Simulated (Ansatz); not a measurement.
# BP: the cost of one run

Program: Ansatz 0.2.0. Level of theory: DFT LDA, all-electron LAPW, scalar-relativistic unless said. These are calculated values, not measurements.

## (1) The starting structure

The structure is cubic, space group F-43m (No. 216). Conventional cell: a = 4.491 Å, b = 4.491 Å, c = 4.491 Å, α = 90.00°, β = 90.00°, γ = 90.00°. B (site symmetry -43m) has 4 P at 1.94 Å as nearest neighbours. P (site symmetry -43m) is surrounded by 4 B at 1.94 Å.

Coordinates:

```cif
data_structure
_symmetry_space_group_name_H-M 'P 1'
_symmetry_Int_Tables_number 1
_cell_length_a 3.1755
_cell_length_b 3.1755
_cell_length_c 3.1755
_cell_angle_alpha 60.000
_cell_angle_beta 60.000
_cell_angle_gamma 90.000
_cell_volume 22.64
loop_
_atom_site_label
_atom_site_type_symbol
_atom_site_fract_x
_atom_site_fract_y
_atom_site_fract_z
_atom_site_occupancy
B1 B 0.00000 0.00000 0.00000 1
P1 P 0.75000 0.25000 0.50000 1
```

Cartesian axes are those of the input's lattice vectors. The structure goes back to a database entry.

## (2) Reference run, fine mesh, LAPW

File input.yaml:

```yaml
crystal:
  lattice:
    - [2.24538233809, 2.24538233809, 0.0]
    - [-2.24538233809, 2.24538233809, 0.0]
    - [0.0, 2.24538233809, 2.24538233809]
  atoms:
    - { symbol: B, position: [0.0, 0.0, 0.0] }
    - { symbol: P, position: [0.75, 0.25, 0.5] }
kpoints:
  mp_grid: { grid: [8, 8, 8] }
scf:
  occupations: { method: fixed }
hamiltonian:
  xc: lda
  pseudopotentials: { kind: all_electron, lapw: { basis_error: 0.001 } }
output:
  forces: true
  stress: true
  eigenvalues: true
  eigenstates:
    nscf_kmesh: { grid: [12, 12, 12] }
    de_dk: true
    e_range: [-9, 11.14503683934]
checkpoint:
  write: ck
  write_wavefunctions: false
```

Command:

```
$ ansatz run input.yaml --threads 1 --pin off --max-ram 3072MiB --backend cpu --events-out ev --progress --plain --runs-dir out
```

What time and memory should one allow on 1 thread of Intel Xeon 6975P-C (Granite Rapids), shared host?

About 4.1 s, with a peak of 0.27 GiB.
